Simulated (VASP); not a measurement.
# MoS2 in VASP: further runs

One slab, MoS2, is run at these levels: LDA, PBEsol, PBE; tasks: band structure, dielectric tensor, optical spectrum, density of states.

All numbers are computed with VASP 6.6.1; they aren't measurements. Logs are shortened: lines on timing, memory, paths and dates and some standing lists are left out, and cuts for length are marked.

## Step 1: The slab as given

The cell holds a slab with vacuum, 6 atoms: a = 3.185 Å, b = 3.185 Å, c = 21.671 Å, α = 90.00°, β = 90.00°, γ = 120.00°.

## Step 2: Band structure, LDA

The input, INCAR:

```
SYSTEM = MoS2
PREC     = Accurate       ! precision mode
ENCUT    = 520            ! plane-wave cutoff, eV
EDIFF    = 1E-6           ! SCF threshold, eV
ISMEAR   = 0              ! smearing method
SIGMA    = 0.02           ! smearing width, eV
LREAL    = .False.        ! projectors in reciprocal space
LASPH    = .True.         ! aspherical terms in the spheres
NELM     = 100            ! most SCF steps
ALGO     = Fast           ! electronic algorithm
ISIF     = 2              ! what is computed and relaxed
LWAVE    = .False.        ! write WAVECAR
LCHARG   = .False.        ! write CHGCAR
LMAXMIX  = 4              ! l up to which the mixer works
GGA      = CA             ! functional
NBANDS   = 35             ! bands
KPAR     = 2
```

The input, KPOINTS:

```
regular mesh
0
Gamma
  10 10 2
  0 0 0
```

The input, POSCAR:

```
MoS2
1.0
    3.1845414560      0.0000000000      0.0000000000
   -1.5922707280      2.7578938003      0.0000000000
    0.0000000000      0.0000000000     21.6705347200
Mo S
2 4
Direct
    0.3333333333      0.6666666667      0.8511602300
    0.6666666667      0.3333333333      0.1488397700
    0.6666666667      0.3333333333      0.7796253900
    0.3333333333      0.6666666667      0.0772510000
    0.6666666667      0.3333333333      0.9227490000
    0.3333333333      0.6666666667      0.2203746100
```

The input, KPOINTS_OPT:

```
path GMKGALHA,LM,KH
10
line-mode
reciprocal
 0.0000000000  0.0000000000  0.0000000000  G
 0.5000000000  0.0000000000  0.0000000000  M

 0.5000000000  0.0000000000  0.0000000000  M
 0.3333333333  0.3333333333  0.0000000000  K

 0.3333333333  0.3333333333  0.0000000000  K
 0.0000000000  0.0000000000  0.0000000000  G

 0.0000000000  0.0000000000  0.0000000000  G
 0.0000000000  0.0000000000  0.5000000000  A

 0.0000000000  0.0000000000  0.5000000000  A
 0.5000000000  0.0000000000  0.5000000000  L

 0.5000000000  0.0000000000  0.5000000000  L
 0.3333333333  0.3333333333  0.5000000000  H

 0.3333333333  0.3333333333  0.5000000000  H
 0.0000000000  0.0000000000  0.5000000000  A

 0.5000000000  0.0000000000  0.5000000000  L
 0.5000000000  0.0000000000  0.0000000000  M

 0.3333333333  0.3333333333  0.0000000000  K
 0.3333333333  0.3333333333  0.5000000000  H
```

Potentials or basis: VASP PAW LDA potentials, release 64 (Mo_sv, S).

Run with:

```console
$ cat potpaw_LDA.64/Mo_sv/POTCAR potpaw_LDA.64/S/POTCAR > POTCAR
$ mpirun -np 2 vasp_std > vasp.out
```

OUTCAR:

```text
SYSTEM = MoS2
   PREC = Accurate
   ENCUT = 520
   EDIFF = 1E-6
   ISMEAR = 0
   LREAL = .False.
   LASPH = .True.
   NELM = 100
   ISIF = 2
   GGA = CA

 ion  position               nearest neighbor table
   1  0.333  0.667  0.851-   3 2.40   3 2.40   3 2.40   5 2.41   5 2.41   5 2.41
   2  0.667  0.333  0.149-   6 2.40   6 2.40   6 2.40   4 2.41   4 2.41   4 2.41
   3  0.667  0.333  0.780-   1 2.40   1 2.40   1 2.40
   4  0.333  0.667  0.077-   2 2.41   2 2.41   2 2.41
   5  0.667  0.333  0.923-   1 2.41   1 2.41   1 2.41
   6  0.333  0.667  0.220-   2 2.40   2 2.40   2 2.40

  LATTYP: Found a hexagonal cell.
 ALAT       =     3.1845414560
 C/A-ratio  =     6.8049152506

  Lattice vectors:

 A1 = (   3.1845414560,   0.0000000000,   0.0000000000)
 A2 = (  -1.5922707280,   2.7578938003,   0.0000000000)
 A3 = (   0.0000000000,   0.0000000000,  21.6705347200)

Analysis of symmetry for initial positions (statically):
=====================================================================
 Subroutine PRICEL returns:
 Original cell was already a primitive cell.

 Routine SETGRP: Setting up the symmetry group for a
 hexagonal supercell.

 Subroutine GETGRP returns: Found 12 space group operations
 (whereof 12 operations were pure point group operations)
 out of a pool of 24 trial point group operations.

The static configuration has the point symmetry D_3d.

Analysis of symmetry for dynamics (positions and initial velocities):
=====================================================================
 Subroutine PRICEL returns:
 Original cell was already a primitive cell.

 Routine SETGRP: Setting up the symmetry group for a
 hexagonal supercell.

 Subroutine GETGRP returns: Found 12 space group operations
 (whereof 12 operations were pure point group operations)
 out of a pool of 24 trial point group operations.

The dynamic configuration has the point symmetry D_3d.

 Subroutine INISYM returns: Found 12 space group operations
 (whereof 12 operations are pure point group operations),
 and found     1 'primitive' translations

----------------------------------------------------------------------------------------

                                     Primitive cell

  volume of cell :     190.3242

  direct lattice vectors                    reciprocal lattice vectors
     3.184541456  0.000000000  0.000000000     0.314016952  0.181297771  0.000000000
    -1.592270728  2.757893800  0.000000000     0.000000000  0.362595543  0.000000000
     0.000000000  0.000000000 21.670534720     0.000000000  0.000000000  0.046145608

  length of vectors
     3.184541456  3.184541456 21.670534720     0.362595543  0.362595543  0.046145608

  position of ions in fractional coordinates (direct lattice)
     0.333333333  0.666666667  0.851160230
     0.666666667  0.333333333  0.148839770
     0.666666667  0.333333333  0.779625390
     0.333333333  0.666666667  0.077251000
     0.666666667  0.333333333  0.922749000
     0.333333333  0.666666667  0.220374610

  ion indices of the primitive-cell ions
   primitive index   ion index
                 1           1
                 2           2
                 3           3
                 4           4
                 5           5
                 6           6

----------------------------------------------------------------------------------------

 KPOINTS: regular mesh

Automatic generation of k-mesh.
 Grid dimensions read from file:
 generate k-points for:   10   10    2

 Generating k-lattice:

  Cartesian coordinates                     Fractional coordinates (reciprocal lattice)
     0.031401695  0.018129777  0.000000000     0.100000000  0.000000000  0.000000000
     0.000000000  0.036259554  0.000000000     0.000000000  0.100000000  0.000000000
     0.000000000  0.000000000  0.023072804     0.000000000  0.000000000  0.500000000

  Length of vectors
     0.036259554  0.036259554  0.023072804

  Shift w.r.t. Gamma in fractional coordinates (k-lattice)
     0.000000000  0.000000000  0.000000000

 Subroutine IBZKPT returns following result:
 ===========================================

 Found     28 irreducible k-points:

 Following reciprocal coordinates:
            Coordinates               Weight
  0.000000  0.000000  0.000000      1.000000
  0.100000  0.000000  0.000000      6.000000
  0.200000  0.000000  0.000000      6.000000
  0.300000 -0.000000  0.000000      6.000000
  0.400000 -0.000000  0.000000      6.000000
  0.500000 -0.000000  0.000000      3.000000
[... 16 lines left out ...]
  0.300000  0.100000  0.500000     12.000000
  0.400000  0.100000  0.500000     12.000000
 [... further k-points ...]
   k-points           NKPTS =     28   k-points in BZ     NKDIM =     28   number of bands    NBANDS=     35
   number of dos      NEDOS =    301   number of ions     NIONS =      6
   total plane-waves  NPLWV =  93312
   dimension x,y,z NGX =    24 NGY =   24 NGZ =  162
   dimension x,y,z NGXF=    48 NGYF=   48 NGZF=  324
   ions per type =               2   4
   NGX,Y,Z   is equivalent  to a cutoff of  12.53, 12.53, 12.43 a.u.
   NGXF,Y,Z  is equivalent  to a cutoff of  25.06, 25.06, 24.86 a.u.
 SYSTEM =  MoS2
   PREC   = accura    normal or accurate (medium, high low for compatibility)
   ISTART =      0    job   : 0-new  1-cont  2-samecut
   ICHARG =      2    charge: 1-file 2-atom 10-const
   ISPIN  =      1    spin polarized calculation?
   LNONCOLLINEAR =      F non collinear calculations
   LSORBIT =      F    spin-orbit coupling
   LASPH  =      T    aspherical Exc in radial PAW
   ENCUT  =  520.0 eV  38.22 Ry    6.18 a.u.   5.92  5.92 40.29*2*pi/ulx,y,z
   NELM   =    100;   NELMIN=  2; NELMDL= -5     # of ELM steps
   EDIFF  = 0.1E-05   stopping-criterion for ELM
   LREAL  =      F    real-space projection
   EDIFFG = 0.1E-04   stopping-criterion for IOM
   NSW    =      0    number of steps for IOM
   IBRION =     -1    ionic relax: 0-MD 1-quasi-New 2-CG
   NFREE  =      0    steps in history (QN), initial steepest desc. (CG)
   ISIF   =      2    stress and relaxation
   ISYM   =      2    0-nonsym 1-usesym 2-fastsym
   POTIM  = 0.5000    time-step for ionic-motion
   TEBEG  =    0.0;   TEEND  =   0.0 temperature during run
   PSTRESS=    0.0 pullay stress
   NELECT =      52.0000    total number of electrons
   NUPDOWN=      -1.0000    fix difference up-down
   EMIN   =  10.00;   EMAX   =-10.00  energy-range for DOS
   EFERMI =   0.00;   METHOD = LEGACY
   ISMEAR =     0;   SIGMA  =   0.02  broadening in eV -4-tet -1-fermi 0-gaus
   EFERMI_NEDOS =   21; number of points for ismear=-14 and -15
   IALGO  =     68    algorithm
   IMIX   =      4    mixing-type and parameters
     AMIX     =   0.40;   BMIX     =  1.00
     AMIX_MAG =   1.60;   BMIX_MAG =  1.00
  volume/ion in A,a.u.               =      31.72       214.06
  Fermi-wavevector in a.u.,A,eV,Ry     =   1.062294  2.007444 15.353737  1.128468
  Thomas-Fermi vector in A             =   2.197739
   LORBIT       =      0    0 simple, 1 ext, 2 COOP (PROOUT), +10 PAW based schemes
   GGA     = CA    functional components
   LHFCALC =     F    Hartree Fock is set to
   AEXX    =    0.0000 exact exchange contribution
   IVDW    =     0    specifies the selected vdW correction
   LEPSILON=     F    determine dielectric tensor
   LRPA    =     F    only Hartree local field effects (RPA)
 non-spin polarized calculation
 RMM-DIIS sequential band-by-band and
 Gauss-broadening in eV      SIGMA  =   0.02
  energy-cutoff  :      520.00
  volume of cell :      190.32
 maximum number of plane-waves:      5172
 NGX is ok and might be reduce to    24
   NGX = 11   NGY = 11   NGZ = 81

 number of electron      51.9999998 magnetization

 Free energy of the ion-electron system (eV)
  ---------------------------------------------------
  ext. energy  EPLUGINS =         0.00000000
  ---------------------------------------------------
  free energy    TOTEN  =       -48.73575226 eV

  energy without entropy =      -48.73575226  energy(sigma->0) =      -48.73575226

 E-fermi :   1.5462     XC(G=0):  -6.7872

 val. band max:        1.4452335125   @ k =   0.0000   0.0000   0.0000
 cond. band min:       2.8185987680   @ k =   0.3000   0.3000   0.0000
 fundamental gap:      1.3733652555
 Fermi energy:         1.5461528588

 k-point     1 :       0.0000    0.0000    0.0000
  band No.  band energies     occupation
      1     -59.4347      2.00000
      2     -59.4347      2.00000
      3     -33.7789      2.00000
      4     -33.7789      2.00000
      5     -33.5625      2.00000
      6     -33.5625      2.00000
[... 27 lines left out ...]
     34       4.1389      0.00000
     35       6.8306      0.00000

 k-point     2 :       0.1000    0.0000    0.0000
  band No.  band energies     occupation
      1     -59.4310      2.00000
      2     -59.4310      2.00000
      3     -33.7716      2.00000
      4     -33.7716      2.00000
      5     -33.5997      2.00000
      6     -33.5997      2.00000
[... 27 lines left out ...]
     34       4.0936      0.00000
     35       6.9189      0.00000

 k-point     3 :       0.2000    0.0000    0.0000
  band No.  band energies     occupation
      1     -59.4214      2.00000
      2     -59.4214      2.00000
      3     -33.7526      2.00000
      4     -33.7526      2.00000
      5     -33.6961      2.00000
      6     -33.6961      2.00000
[... 27 lines left out ...]
     34       4.6390      0.00000
     35       7.4505      0.00000
[... 723 lines left out ...]
 k-point    23 :       0.3000    0.1000    0.5000
  band No.  band energies     occupation
      1     -59.4028      2.00000
      2     -59.4028      2.00000
      3     -33.8622      2.00000
      4     -33.8622      2.00000
      5     -33.7157      2.00000
      6     -33.7157      2.00000
[... 27 lines left out ...]
     34       5.4810      0.00000
     35       8.6106      0.00000

 k-point    24 :       0.4000    0.1000    0.5000
  band No.  band energies     occupation
      1     -59.3961      2.00000
      2     -59.3961      2.00000
      3     -33.9222      2.00000
      4     -33.9222      2.00000
      5     -33.7025      2.00000
      6     -33.7025      2.00000
[... 27 lines left out ...]
     34       5.4105      0.00000
     35       7.4392      0.00000

 [... further k-points ...]

------------------------ aborting loop because EDIFF is reached ----------------------------------------

  FORCE on cell =-STRESS in cart. coord.  units (eV):
  Direction    XX          YY          ZZ          XY          YZ          ZX
  --------------------------------------------------------------------------------------
  -------------------------------------------------------------------------------------
  Total       -4.4589443     -4.4589443     -2.6440825     -0.0000000     -0.0000000     -0.0000000
  in kB      -37.5360490    -37.5360490    -22.2582751     -0.0000000     -0.0000000     -0.0000000
  external PRESSURE =     -32.4434577 kB  Pullay stress =       0.0000000 kB

 VOLUME and BASIS-vectors are now :
 -----------------------------------------------------------------------------
  energy-cutoff  :      520.00
  volume of cell :      190.32
      direct lattice vectors                 reciprocal lattice vectors
     3.184541456  0.000000000  0.000000000     0.314016952  0.181297771  0.000000000
    -1.592270728  2.757893800  0.000000000     0.000000000  0.362595543  0.000000000
     0.000000000  0.000000000 21.670534720     0.000000000  0.000000000  0.046145608

 POSITION                                       TOTAL-FORCE (eV/Angst)
 -----------------------------------------------------------------------------------
     -0.00000      1.83860     18.44510        -0.000000      0.000000      0.008156
      1.59227      0.91930      3.22544         0.000000     -0.000000     -0.008156
      1.59227      0.91930     16.89490        -0.000000     -0.000000      0.362328
     -0.00000      1.83860      1.67407        -0.000000     -0.000000      0.281777
      1.59227      0.91930     19.99646         0.000000      0.000000     -0.281777
     -0.00000      1.83860      4.77564         0.000000      0.000000     -0.362328
 -----------------------------------------------------------------------------------
    total drift:                                0.000000     -0.000000      0.000000

  FREE ENERGIE OF THE ION-ELECTRON SYSTEM (eV)
  ---------------------------------------------------
  free  energy   TOTEN  =       -48.7357522609 eV

  energy  without entropy=      -48.7357522609  energy(sigma->0) =      -48.73575226
```

Wall time 3.2 min (2 MPI ranks of Intel Xeon Platinum 8488C (Sapphire Rapids), shared host); peak memory 0.4 GiB.

Results:

```
Free energy             : -48.7358 eV
Largest force           : 0.362 eV/Å
Band gap on the k mesh  : 1.37 eV, indirect (least direct gap 1.89 eV)
Band gap along the path : 1.24 eV, indirect (least direct gap 1.64 eV)
```

Forces on the atoms (eV/Å):
```
Mo   0.000  0.000  0.008
Mo   0.000  0.000 -0.008
S    0.000  0.000  0.362
S    0.000  0.000  0.282
S    0.000  0.000 -0.282
S    0.000  0.000 -0.362
```

Levels at the corners of the path, in eV from the valence-band top:
| point | band 23 | band 24 | band 25 | band 26 | band 27 | band 28 | band 29 | band 30 |
| --- | --- | --- | --- | --- | --- | --- | --- | --- |
| Γ | -1.92 | -1.71 | -0.51 | 0.00 | 2.38 | 2.38 | 2.38 | 2.38 |
| M | -1.39 | -1.34 | -1.03 | -0.99 | 1.83 | 1.85 | 2.32 | 2.41 |
| M | -1.39 | -1.34 | -1.03 | -0.99 | 1.83 | 1.85 | 2.32 | 2.41 |
| K | -2.46 | -2.46 | -0.45 | -0.40 | 1.24 | 1.24 | 2.49 | 2.86 |
| K | -2.46 | -2.46 | -0.45 | -0.40 | 1.24 | 1.24 | 2.49 | 2.86 |
| Γ | -1.92 | -1.71 | -0.51 | 0.00 | 2.38 | 2.38 | 2.38 | 2.38 |
| Γ | -1.92 | -1.71 | -0.51 | 0.00 | 2.38 | 2.38 | 2.38 | 2.38 |
| A | -1.92 | -1.71 | -0.51 | 0.00 | 2.38 | 2.38 | 2.38 | 2.38 |
| A | -1.92 | -1.71 | -0.51 | 0.00 | 2.38 | 2.38 | 2.38 | 2.38 |
| L | -1.39 | -1.34 | -1.03 | -0.99 | 1.83 | 1.85 | 2.32 | 2.41 |
| L | -1.39 | -1.34 | -1.03 | -0.99 | 1.83 | 1.85 | 2.32 | 2.41 |
| H | -2.46 | -2.46 | -0.45 | -0.40 | 1.24 | 1.24 | 2.49 | 2.86 |
| H | -2.46 | -2.46 | -0.45 | -0.40 | 1.24 | 1.24 | 2.49 | 2.86 |
| A | -1.92 | -1.71 | -0.51 | 0.00 | 2.38 | 2.38 | 2.38 | 2.38 |
| L | -1.39 | -1.34 | -1.03 | -0.99 | 1.83 | 1.85 | 2.32 | 2.41 |
| M | -1.39 | -1.34 | -1.03 | -0.99 | 1.83 | 1.85 | 2.32 | 2.41 |
| K | -2.46 | -2.46 | -0.45 | -0.40 | 1.24 | 1.24 | 2.49 | 2.86 |
| H | -2.46 | -2.46 | -0.45 | -0.40 | 1.24 | 1.24 | 2.49 | 2.86 |

## Step 3: Band structure, PBEsol

Changes to INCAR since step 2:

```diff
@@ -14,3 +14,3 @@
 LMAXMIX  = 4              ! l up to which the mixer works
-GGA      = CA             ! functional
+GGA      = PS             ! functional
 NBANDS   = 35             ! bands
```

KPOINTS is that of step 2.

POSCAR is that of step 2.

KPOINTS_OPT is that of step 2.

Potentials or basis: VASP PAW PBE potentials, release 64 (Mo_sv, S).

Run with:

```console
$ cat potpaw_PBE.64/Mo_sv/POTCAR potpaw_PBE.64/S/POTCAR > POTCAR
$ mpirun -np 2 vasp_std > vasp.out
```

Run time: 3.8 min. Hardware: 2 MPI ranks of Intel Xeon Platinum 8488C (Sapphire Rapids), shared host; peak memory 0.47 GiB.

Results (log left out):

```yaml
Free_energy: -46.8404 eV
Largest_force: 0.131 eV/Å
Band_gap_on_the_k_mesh: 1.39 eV, indirect (least direct gap 1.90 eV)
Band_gap_along_the_path: 1.25 eV, indirect (least direct gap 1.64 eV)
```

Forces on the atoms (eV/Å):
```
Mo   0.000  0.000  0.006
Mo   0.000  0.000 -0.006
S    0.000  0.000  0.131
S    0.000  0.000  0.115
S    0.000  0.000 -0.115
S    0.000  0.000 -0.131
```

Levels at the corners of the path, in eV from the valence-band top:
```tsv
point	band 23	band 24	band 25	band 26	band 27	band 28	band 29	band 30
Γ	-1.92	-1.71	-0.50	0.00	2.39	2.39	2.40	2.40
M	-1.40	-1.35	-1.04	-1.01	1.85	1.87	2.34	2.43
M	-1.40	-1.35	-1.04	-1.01	1.85	1.87	2.34	2.43
K	-2.48	-2.48	-0.44	-0.39	1.25	1.25	2.53	2.89
K	-2.48	-2.48	-0.44	-0.39	1.25	1.25	2.53	2.89
Γ	-1.92	-1.71	-0.50	0.00	2.39	2.39	2.40	2.40
Γ	-1.92	-1.71	-0.50	0.00	2.39	2.39	2.40	2.40
A	-1.92	-1.71	-0.50	0.00	2.39	2.39	2.40	2.40
A	-1.92	-1.71	-0.50	0.00	2.39	2.39	2.40	2.40
L	-1.40	-1.35	-1.04	-1.01	1.85	1.87	2.34	2.43
L	-1.40	-1.35	-1.04	-1.01	1.85	1.87	2.34	2.43
H	-2.48	-2.48	-0.44	-0.39	1.25	1.25	2.53	2.89
H	-2.48	-2.48	-0.44	-0.39	1.25	1.25	2.53	2.89
A	-1.92	-1.71	-0.50	0.00	2.39	2.39	2.40	2.40
L	-1.40	-1.35	-1.04	-1.01	1.85	1.87	2.34	2.43
M	-1.40	-1.35	-1.04	-1.01	1.85	1.87	2.34	2.43
K	-2.48	-2.48	-0.44	-0.39	1.25	1.25	2.53	2.89
H	-2.48	-2.48	-0.44	-0.39	1.25	1.25	2.53	2.89
```

Caveat: the PAW data sets were made with another functional, which shifts forces and pressure a little.

(Part 1 of 2 ends here.)
